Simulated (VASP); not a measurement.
# CO2 (I-42d) in VASP: a series of runs

The runs below take CO2 through relaxation of cell and atoms, single point, with PBEsol, LDA, HSE06, PBE0, r2SCAN+D4.

Program: VASP 6.6.1. These are calculated values, not measurements. Logs are shortened: lines on timing, memory, paths and dates and some standing lists are left out, and cuts for length are marked.

**1. Starting point**

Symmetry: I-42d, No. 122, tetragonal system. The conventional cell has a = 3.949 Å, b = 3.949 Å, c = 6.028 Å, α = 90.00°, β = 90.00°, γ = 90.00°. O (site symmetry 2) has 2 C at 1.40 Å as nearest neighbours. C (site symmetry -4) is surrounded by 4 O at 1.40 Å.

The cell comes from a database or a generator and needn't be the stable form of this composition.

**2. Relaxation of cell and atoms, PBEsol**

Contents of INCAR:

```
SYSTEM = CO2
ALGO     = Normal         ! electronic algorithm
EDIFF    = 1E-6           ! SCF threshold, eV
EDIFFG   = -0.005         ! ionic threshold
ENCUT    = 600            ! plane-wave cutoff, eV
GGA      = PS             ! functional
IBRION   = 2              ! ionic algorithm
ISIF     = 3              ! what is computed and relaxed
ISMEAR   = 0              ! smearing method
KPAR     = 2            
LASPH    = .True.         ! aspherical terms in the spheres
LCHARG   = .False.        ! write CHGCAR
LREAL    = .False.        ! projectors in reciprocal space
LWAVE    = .False.        ! write WAVECAR
NELM     = 60             ! most SCF steps
NSW      = 40             ! ionic steps
PREC     = Accurate       ! precision mode
SIGMA    = 0.02           ! smearing width, eV
```

Contents of KPOINTS:

```
k-points
0
Gamma
  8 8 8
  0 0 0
```

Contents of POSCAR:

```
CO2
1.0
   -1.9747270000      1.9747270000      3.0140580000
    1.9747270000     -1.9747270000      3.0140580000
    1.9747270000      1.9747270000     -3.0140580000
O C
4 2
Direct
    0.8750000000      0.9597980000      0.5847980000
    0.3750000000      0.2902020000      0.4152020000
    0.0402020000      0.6250000000      0.9152020000
    0.7097980000      0.1250000000      0.0847980000
    0.0000000000      0.0000000000      0.0000000000
    0.7500000000      0.2500000000      0.5000000000
```

Potentials or basis: VASP PAW PBE potentials, release 64 (O, C).

Started as:

```bash
cat potpaw_PBE.64/O/POTCAR potpaw_PBE.64/C/POTCAR > POTCAR
mpirun -np 2 vasp_std > vasp.out
```

OUTCAR:

```text
SYSTEM = CO2
   EDIFF = 1E-6
   EDIFFG = -0.005
   ENCUT = 600
   GGA = PS
   IBRION = 2
   ISIF = 3
   ISMEAR = 0
   LASPH = .True.
   LREAL = .False.
   NELM = 60
   NSW = 40
   PREC = Accurate

 ion  position               nearest neighbor table
   1  0.875  0.960  0.585-   5 1.40   6 1.40
   2  0.375  0.290  0.415-   5 1.40   6 1.40
   3  0.040  0.625  0.915-   6 1.40   5 1.40
   4  0.710  0.125  0.085-   5 1.40   6 1.40
   5  0.000  0.000  0.000-   1 1.40   2 1.40   4 1.40   3 1.40
   6  0.750  0.250  0.500-   1 1.40   3 1.40   4 1.40   2 1.40

  LATTYP: Found a body centered tetragonal cell.
 ALAT       =     3.9494540000
 C/A-ratio  =     1.5263162959

  Lattice vectors:

 A1 = (  -1.9747270000,   1.9747270000,   3.0140580000)
 A2 = (   1.9747270000,  -1.9747270000,   3.0140580000)
 A3 = (   1.9747270000,   1.9747270000,  -3.0140580000)

Analysis of symmetry for initial positions (statically):
=====================================================================
 Subroutine PRICEL returns:
 Original cell was already a primitive cell.

 Routine SETGRP: Setting up the symmetry group for a
 body centered tetragonal supercell.

 Subroutine GETGRP returns: Found  8 space group operations
 (whereof  4 operations were pure point group operations)
 out of a pool of 16 trial point group operations.

The static configuration has the point symmetry S_4 .
 The point group associated with its full space group is D_2d.

Analysis of symmetry for dynamics (positions and initial velocities):
=====================================================================
 Subroutine PRICEL returns:
 Original cell was already a primitive cell.

 Routine SETGRP: Setting up the symmetry group for a
 body centered tetragonal supercell.

 Subroutine GETGRP returns: Found  8 space group operations
 (whereof  4 operations were pure point group operations)
 out of a pool of 16 trial point group operations.

The dynamic configuration has the point symmetry S_4 .
 The point group associated with its full space group is D_2d.

 Subroutine INISYM returns: Found  8 space group operations
 (whereof  4 operations are pure point group operations),
 and found     1 'primitive' translations

----------------------------------------------------------------------------------------

                                     Primitive cell

  volume of cell :      47.0138

  direct lattice vectors                    reciprocal lattice vectors
    -1.974727000  1.974727000  3.014058000     0.000000000  0.253199556  0.165889309
     1.974727000 -1.974727000  3.014058000     0.253199556  0.000000000  0.165889309
     1.974727000  1.974727000 -3.014058000     0.253199556  0.253199556  0.000000000

  length of vectors
     4.108970562  4.108970562  4.108970562     0.302703284  0.302703284  0.358078246

  position of ions in fractional coordinates (direct lattice)
     0.875000000  0.959798000  0.584798000
     0.375000000  0.290202000  0.415202000
     0.040202000  0.625000000  0.915202000
     0.709798000  0.125000000  0.084798000
     0.000000000  0.000000000  0.000000000
     0.750000000  0.250000000  0.500000000

  ion indices of the primitive-cell ions
   primitive index   ion index
                 1           1
                 2           2
                 3           3
                 4           4
                 5           5
                 6           6

----------------------------------------------------------------------------------------

 KPOINTS: k-points

Automatic generation of k-mesh.
 Grid dimensions read from file:
 generate k-points for:    8    8    8

 Generating k-lattice:

  Cartesian coordinates                     Fractional coordinates (reciprocal lattice)
     0.000000000  0.031649945  0.020736164     0.125000000 -0.000000000  0.000000000
     0.031649945  0.000000000  0.020736164    -0.000000000  0.125000000  0.000000000
     0.031649945  0.031649945  0.000000000     0.000000000  0.000000000  0.125000000

  Length of vectors
     0.037837911  0.037837911  0.044759781

  Shift w.r.t. Gamma in fractional coordinates (k-lattice)
     0.000000000  0.000000000  0.000000000

 Subroutine IBZKPT returns following result:
 ===========================================

 Found     59 irreducible k-points:

 Following reciprocal coordinates:
            Coordinates               Weight
  0.000000  0.000000  0.000000      1.000000
  0.125000 -0.000000  0.000000      8.000000
  0.250000 -0.000000  0.000000      8.000000
  0.375000 -0.000000  0.000000      8.000000
  0.500000 -0.000000  0.000000      4.000000
  0.125000  0.125000  0.000000      8.000000
[... 16 lines left out ...]
  0.250000  0.125000  0.125000     16.000000
  0.375000  0.125000  0.125000      8.000000
 [... further k-points ...]
   k-points           NKPTS =     59   k-points in BZ     NKDIM =     59   number of bands    NBANDS=     20
   number of dos      NEDOS =    301   number of ions     NIONS =      6
   total plane-waves  NPLWV =  46656
   dimension x,y,z NGX =    36 NGY =   36 NGZ =   36
   dimension x,y,z NGXF=    72 NGYF=   72 NGZF=   72
   ions per type =               4   2
   NGX,Y,Z   is equivalent  to a cutoff of  14.57, 14.57, 14.57 a.u.
   NGXF,Y,Z  is equivalent  to a cutoff of  29.13, 29.13, 29.13 a.u.
 SYSTEM =  CO2
   PREC   = accura    normal or accurate (medium, high low for compatibility)
   ISTART =      0    job   : 0-new  1-cont  2-samecut
   ICHARG =      2    charge: 1-file 2-atom 10-const
   ISPIN  =      1    spin polarized calculation?
   LNONCOLLINEAR =      F non collinear calculations
   LSORBIT =      F    spin-orbit coupling
   LASPH  =      T    aspherical Exc in radial PAW
   ENCUT  =  600.0 eV  44.10 Ry    6.64 a.u.   8.21  8.21  8.21*2*pi/ulx,y,z
   NELM   =     60;   NELMIN=  2; NELMDL= -5     # of ELM steps
   EDIFF  = 0.1E-05   stopping-criterion for ELM
   LREAL  =      F    real-space projection
   EDIFFG = -.5E-02   stopping-criterion for IOM
   NSW    =     40    number of steps for IOM
   IBRION =      2    ionic relax: 0-MD 1-quasi-New 2-CG
   NFREE  =      1    steps in history (QN), initial steepest desc. (CG)
   ISIF   =      3    stress and relaxation
   ISYM   =      2    0-nonsym 1-usesym 2-fastsym
   POTIM  = 0.5000    time-step for ionic-motion
   TEBEG  =    0.0;   TEEND  =   0.0 temperature during run
   PSTRESS=    0.0 pullay stress
   NELECT =      32.0000    total number of electrons
   NUPDOWN=      -1.0000    fix difference up-down
   EMIN   =  10.00;   EMAX   =-10.00  energy-range for DOS
   EFERMI =   0.00;   METHOD = LEGACY
   ISMEAR =     0;   SIGMA  =   0.02  broadening in eV -4-tet -1-fermi 0-gaus
   EFERMI_NEDOS =   21; number of points for ismear=-14 and -15
   IALGO  =     38    algorithm
   IMIX   =      4    mixing-type and parameters
     AMIX     =   0.40;   BMIX     =  1.00
     AMIX_MAG =   1.60;   BMIX_MAG =  1.00
  volume/ion in A,a.u.               =       7.84        52.88
  Fermi-wavevector in a.u.,A,eV,Ry     =   1.440068  2.721333 28.215694  2.073795
  Thomas-Fermi vector in A             =   2.558853
   LORBIT       =      0    0 simple, 1 ext, 2 COOP (PROOUT), +10 PAW based schemes
   GGA     = PS    functional components
   LHFCALC =     F    Hartree Fock is set to
   AEXX    =    0.0000 exact exchange contribution
   IVDW    =     0    specifies the selected vdW correction
   LEPSILON=     F    determine dielectric tensor
   LRPA    =     F    only Hartree local field effects (RPA)
 conjugate gradient relaxation of ions
 non-spin polarized calculation
 Gauss-broadening in eV      SIGMA  =   0.02
  energy-cutoff  :      600.00
  volume of cell :       47.01
 maximum number of plane-waves:      1588
 NGX is ok and might be reduce to    36
   NGX = 17   NGY = 17   NGZ = 17

--------------------------------------- Ionic step        1  -------------------------------------------

 number of electron      31.9999994 magnetization

 Free energy of the ion-electron system (eV)
  ---------------------------------------------------
  ext. energy  EPLUGINS =         0.00000000
  ---------------------------------------------------
  free energy    TOTEN  =       -46.11544910 eV

  energy without entropy =      -46.11544910  energy(sigma->0) =      -46.11544910

------------------------ aborting loop because EDIFF is reached ----------------------------------------

  FORCE on cell =-STRESS in cart. coord.  units (eV):
  Direction    XX          YY          ZZ          XY          YZ          ZX
  --------------------------------------------------------------------------------------
  -------------------------------------------------------------------------------------
  Total       -1.4238246     -1.4238246     -1.9174334      0.0000000      0.0000000      0.0000000
  in kB      -48.5222981    -48.5222981    -65.3439132      0.0000000      0.0000000      0.0000000
  external PRESSURE =     -54.1295031 kB  Pullay stress =       0.0000000 kB
[... 101 lines left out ...]
  FREE ENERGIE OF THE ION-ELECTRON SYSTEM (eV)
  ---------------------------------------------------
  free  energy   TOTEN  =       -46.1308413084 eV

  energy  without entropy=      -46.1308413084  energy(sigma->0) =      -46.13084131

[... ionic steps 4 to 7 ...]

--------------------------------------- Ionic step        8  -------------------------------------------

 number of electron      31.9999993 magnetization

------------------------ aborting loop because EDIFF is reached ----------------------------------------
[... 75 lines left out ...]
--------------------------------------- Ionic step       10  -------------------------------------------

 number of electron      31.9999993 magnetization

 Free energy of the ion-electron system (eV)
  ---------------------------------------------------
  ext. energy  EPLUGINS =         0.00000000
  ---------------------------------------------------
  free energy    TOTEN  =       -46.13725333 eV

  energy without entropy =      -46.13725333  energy(sigma->0) =      -46.13725333

 E-fermi :   2.4874     XC(G=0): -11.5094

 val. band max:        2.3882893234   @ k =   0.5000  -0.0000   0.0000
 cond. band min:       9.9449039216   @ k =   0.0000   0.0000   0.0000
 fundamental gap:      7.5566145982
 Fermi energy:         2.4873888870

 k-point     1 :       0.0000    0.0000    0.0000
  band No.  band energies     occupation
      1     -21.8056      2.00000
      2     -16.5849      2.00000
      3     -16.5849      2.00000
      4     -15.8732      2.00000
      5     -12.2561      2.00000
      6      -7.4434      2.00000
[... 541 lines left out ...]
     19      11.9472      0.00000
     20      12.5158      0.00000

 [... further k-points ...]

------------------------ aborting loop because EDIFF is reached ----------------------------------------

  FORCE on cell =-STRESS in cart. coord.  units (eV):
  Direction    XX          YY          ZZ          XY          YZ          ZX
  --------------------------------------------------------------------------------------
  -------------------------------------------------------------------------------------
  Total       -0.0008871     -0.0008871      0.0062079      0.0000000      0.0000000      0.0000000
  in kB       -0.0311278     -0.0311278      0.2178304      0.0000000      0.0000000      0.0000000
  external PRESSURE =       0.0518583 kB  Pullay stress =       0.0000000 kB
[... 21 lines left out ...]
  FREE ENERGIE OF THE ION-ELECTRON SYSTEM (eV)
  ---------------------------------------------------
  free  energy   TOTEN  =       -46.1372533320 eV

  energy  without entropy=      -46.1372533320  energy(sigma->0) =      -46.13725333

 reached required accuracy - stopping structural energy minimisation
```

It took 1.8 min on 2 MPI ranks of Intel Xeon Platinum 8488C (Sapphire Rapids), shared host; peak memory 0.22 GiB.

Results:

```yaml
Free_energy: -46.1373 eV
Relaxed_volume: 7.61 Å³/atom
Relaxed_cell: a = 4.063 Å, b = 4.063 Å, c = 4.063 Å, α = 122.31°, β = 122.31°, γ = 86.04°
Space_group_after_relaxing_to_0.05_Å: I-42d (No. 122)
Energy_gained_by_relaxing: 3.6 meV/atom
Ionic_steps: 10
Pressure_after_relaxing: 0.0 GPa
Band_gap_on_the_k_mesh: 7.56 eV, indirect (least direct gap 7.99 eV)
```

The path:
```csv
step,energy change (eV),largest force (eV/Å),pressure (GPa),volume (Å³)
1,0.0000,0.1232,-5.41,47.01
2,0.0057,0.5582,6.26,45.24
3,-0.0154,0.1822,-0.27,46.18
4,-0.0207,0.0763,-0.16,45.90
5,-0.0217,0.0031,-0.05,45.72
6,-0.0217,0.0073,-0.08,45.73
7,-0.0217,0.0097,0.01,45.70
8,-0.0218,0.0143,0.18,45.65
9,-0.0218,0.0072,0.09,45.66
10,-0.0218,0.0005,0.01,45.66
```

Final structure:
```
CELL_PARAMETERS angstrom
-1.96019 1.96019 2.97084
1.96019 -1.96019 2.97084
1.96019 1.96019 -2.97084
ATOMIC_POSITIONS crystal
O 0.87500 0.95704 0.58204
O 0.37500 0.29296 0.41796
O 0.04296 0.62500 0.91796
O 0.70704 0.12500 0.08204
C 0.00000 0.00000 0.00000
C 0.75000 0.25000 0.50000
```

Caveat: the PAW data sets were made with another functional, which shifts forces and pressure a little.

**3. Relaxation of cell and atoms, LDA**

Contents of INCAR:

```
SYSTEM = CO2
ALGO = Fast
EDIFF = 1E-7
EDIFFG = -0.02
ENCUT = 600
GGA = CA
IBRION = 2
ISIF = 3
ISMEAR = 0
KPAR = 2
LASPH = .True.
LCHARG = .False.
LREAL = .False.
LWAVE = .False.
NELM = 80
NSW = 60
PREC = Accurate
SIGMA = 0.02
```

KPOINTS is that of step 2.

POSCAR is that of step 2.

Potentials or basis: VASP PAW LDA potentials, release 64 (O, C).

Started as:

```bash
cat potpaw_LDA.64/O/POTCAR potpaw_LDA.64/C/POTCAR > POTCAR
mpirun -np 2 vasp_std > vasp.out
```

Run time: 5.1 min. Hardware: 2 MPI ranks of AMD EPYC 7R13 (Zen 3), shared host; peak memory 0.18 GiB.

It converged, with:

```yaml
Free_energy: -49.1476 eV
Relaxed_volume: 7.38 Å³/atom
Relaxed_cell: a = 4.026 Å, b = 4.026 Å, c = 4.026 Å, α = 122.52°, β = 122.52°, γ = 85.68°
Space_group_after_relaxing_to_0.05_Å: I-42d (No. 122)
Energy_gained_by_relaxing: 16.1 meV/atom
Ionic_steps: 10
Pressure_after_relaxing: -0.1 GPa
Band_gap_on_the_k_mesh: 7.49 eV, indirect (least direct gap 7.96 eV)
```

The path:
```tsv
step	energy change (eV)	largest force (eV/Å)	pressure (GPa)	volume (Å³)
1	0.0000	0.4245	-12.44	47.01
2	0.0848	1.4690	18.87	43.00
3	-0.0770	0.2926	-1.13	45.31
4	-0.0770	0.3081	-0.86	45.27
5	-0.0915	0.1572	-0.41	44.79
6	-0.0955	0.0173	0.01	44.36
7	-0.0955	0.0236	-0.02	44.38
8	-0.0960	0.0070	-0.19	44.37
9	-0.0965	0.0321	-0.60	44.34
10	-0.0967	0.0006	-0.09	44.26
```

Final structure:
```cif
data_structure
_symmetry_space_group_name_H-M 'P 1'
_symmetry_Int_Tables_number 1
_cell_length_a 4.0264
_cell_length_b 4.0264
_cell_length_c 4.0264
_cell_angle_alpha 122.524
_cell_angle_beta 122.524
_cell_angle_gamma 85.682
_cell_volume 44.26
loop_
_atom_site_label
_atom_site_type_symbol
_atom_site_fract_x
_atom_site_fract_y
_atom_site_fract_z
_atom_site_occupancy
O1 O 0.87500 0.95504 0.58004 1
O2 O 0.37500 0.29496 0.41996 1
O3 O 0.04496 0.62500 0.91996 1
O4 O 0.70504 0.12500 0.08004 1
C1 C 0.00000 0.00000 0.00000 1
C2 C 0.75000 0.25000 0.50000 1
```

Levels at points of the mesh, in eV from the valence-band top:
```tsv
k point	band 14	band 15	band 16	band 17	band 18	band 19
(0.00, 0.00, 0.00)	-0.92	-0.92	-0.47	7.49	9.53	9.53
(0.50, 0.00, 0.00)	-1.54	-0.48	0.00	8.41	9.68	10.15
(0.50, 0.50, 0.00)	-0.69	-0.57	-0.57	9.23	9.23	10.11
(0.50, 0.50, 0.50)	-2.95	-0.07	-0.07	8.89	8.89	11.00
```

**4. Single point, HSE06 (supercell [2, 2, 1], atoms moved at random, drawn with an rms of 0.05 Å)**

Contents of POSCAR:

```
CO2
1.0
   -3.9494540000      3.9494540000      6.0281160000
    3.9494540000     -3.9494540000      6.0281160000
    1.9747270000      1.9747270000     -3.0140580000
O C
16 8
Direct
    0.4414430000      0.4820340000      0.5936640000
    0.4420490000      0.9760600000      0.5817760000
    0.9406140000      0.4787670000      0.5851330000
    0.9389680000      0.9823770000      0.5872480000
    0.1856820000      0.1411040000      0.4083700000
    0.1869230000      0.6466480000      0.4200530000
    0.6865430000      0.1421520000      0.4073090000
    0.6949200000      0.6465590000      0.4229380000
    0.0124920000      0.3017680000      0.8802590000
    0.0214530000      0.8114370000      0.9136180000
    0.5149380000      0.3196040000      0.9228420000
    0.5242070000      0.8219080000      0.9356310000
    0.3490560000      0.0609650000      0.0683750000
    0.3485370000      0.5612140000      0.0763030000
    0.8510660000      0.0619820000      0.0770740000
    0.8537740000      0.5616030000      0.0857940000
    0.0041830000      0.0030530000      0.0112790000
    0.0015310000      0.4956450000     -0.0006580000
    0.4982050000      0.0056150000     -0.0014630000
    0.4944760000      0.4991430000     -0.0096380000
    0.3735920000      0.1227610000      0.5024830000
    0.3745970000      0.6196330000      0.4931040000
    0.8737820000      0.1217920000      0.5075580000
    0.8789110000      0.6252260000      0.5112350000
```

Contents of INCAR.step1:

```
SYSTEM = CO2
PREC     = Accurate       ! precision mode
ENCUT    = 520            ! plane-wave cutoff, eV
EDIFF    = 1E-5           ! SCF threshold, eV
ISMEAR   = 0              ! smearing method
SIGMA    = 0.05           ! smearing width, eV
LREAL    = Auto         
LASPH    = .True.         ! aspherical terms in the spheres
NELM     = 100            ! most SCF steps
ALGO     = Normal         ! electronic algorithm
ISIF     = 2              ! what is computed and relaxed
LWAVE    = .True.         ! write WAVECAR
LCHARG   = .False.        ! write CHGCAR
NSIM     = 16           
GGA      = PE             ! functional
LUSENCCL = .False.
```

Contents of INCAR.step2:

```
SYSTEM = CO2
PREC     = Accurate       ! precision mode
ENCUT    = 520            ! plane-wave cutoff, eV
EDIFF    = 1E-5           ! SCF threshold, eV
ISMEAR   = 0              ! smearing method
SIGMA    = 0.05           ! smearing width, eV
LREAL    = Auto         
LASPH    = .True.         ! aspherical terms in the spheres
NELM     = 100            ! most SCF steps
ALGO     = Normal         ! electronic algorithm
ISIF     = 2              ! what is computed and relaxed
LWAVE    = .False.        ! write WAVECAR
LCHARG   = .False.        ! write CHGCAR
GGA      = PE             ! functional
LHFCALC  = .True.         ! exact exchange
HFSCREEN = 0.2            ! screening, 1/A
PRECFOCK = Normal       
NSIM     = 16           
ISTART   = 1            
LUSENCCL = .False.
```

Contents of KPOINTS:

```
regular mesh
0
Gamma
  1 1 1
  0 0 0
```

Potentials or basis: VASP PAW PBE potentials, release 64 (O, C).

Started as:

```bash
cat potpaw_PBE.64/O/POTCAR potpaw_PBE.64/C/POTCAR > POTCAR
cp INCAR.step1 INCAR
mpirun -np 1 vasp_gam > vasp.out
cp INCAR.step2 INCAR
mpirun -np 1 vasp_gam > vasp.out
```

It took 55 s on 1 × NVIDIA H100 80GB with 1 thread of AMD EPYC 7R13 (Zen 3), shared host; peak memory 2.8 GiB.

The run converged, but some of its settings lie outside the range that counts as converged, so its numbers aren't taken as properties of the crystal.

What came out:

| Quantity | Value |
| --- | --- |
| Free energy | -219.0607 eV |
| Pressure | -10.7 GPa |
| Largest force | 3.976 eV/Å |
| Band gap on the k mesh | 9.46 eV |

Caveat: the k mesh is coarse (spacing up to 2.25 Å⁻¹), so the values aren't converged, least of all with exact exchange; the PAW data sets were made with another functional, which shifts forces and pressure a little; an odd mesh through Γ misses points on the zone boundary, where band edges often lie.

(Continued in part 2 of 2.)
